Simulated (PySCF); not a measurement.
## Choosing a basis for TDDFT

Species: spiropentane, C5H8.
SMILES: `C1C2(C1)CC2`

TDDFT with PBE0 (PySCF), vertical singlets, core orbitals frozen in the response, spherical d and f functions. Isolated species at its PBE0-D3(BJ)/def2-SVP geometry, gas phase.

**Question.** Compare 6-31G*, 6-31+G*, def2-SVP, def2-SVPD, aug-cc-pVDZ, def2-TZVP and def2-TZVPD for this molecule.

**Answer.** 

```
      basis  functions  diffuse  S1 (eV)  S2 (eV)  S3 (eV)  S4 (eV)  S5 (eV)  LUMO (eV)  α (au)
     6-31G*         86       no     9.19     9.19     9.23     9.34     9.71       3.07    49.0
    6-31+G*        106      yes     7.40     7.59     7.59     7.68     7.73       0.78    55.1
   def2-SVP        110       no     8.82     8.82     8.89     8.95     8.96       2.39    50.8
  def2-SVPD        164      yes     7.75     8.04     8.04     8.20     8.20       1.05    57.2
aug-cc-pVDZ        187      yes     6.94     7.22     7.22     7.30     7.30       0.13    58.9
  def2-TZVP        203       no     8.37     8.44     8.44     8.55     8.58       1.86    56.9
 def2-TZVPD        257      yes     7.31     7.60     7.60     7.75     7.75       0.60    58.6
```

States are compared by their number. Against the largest diffuse basis here (def2-TZVPD, itself not a converged limit), sets without diffuse functions differ by up to 1.88 eV in S1 and 1.96 eV in S5; the smaller diffuse sets differ by up to 0.44 and 0.45 eV. State by state, the largest deviation of a set without diffuse functions is S1 1.88, S2 1.60, S3 1.63, S4 1.59, S5 1.96 eV. The same number needn't mean the same state in each row. Against def2-TZVPD the polarisability deviates by -16% in 6-31G*, -6% in 6-31+G*, -13% in def2-SVP, -2% in def2-SVPD, 0% in aug-cc-pVDZ, -3% in def2-TZVP. A single + in a Pople set puts diffuse functions on heavy atoms only.
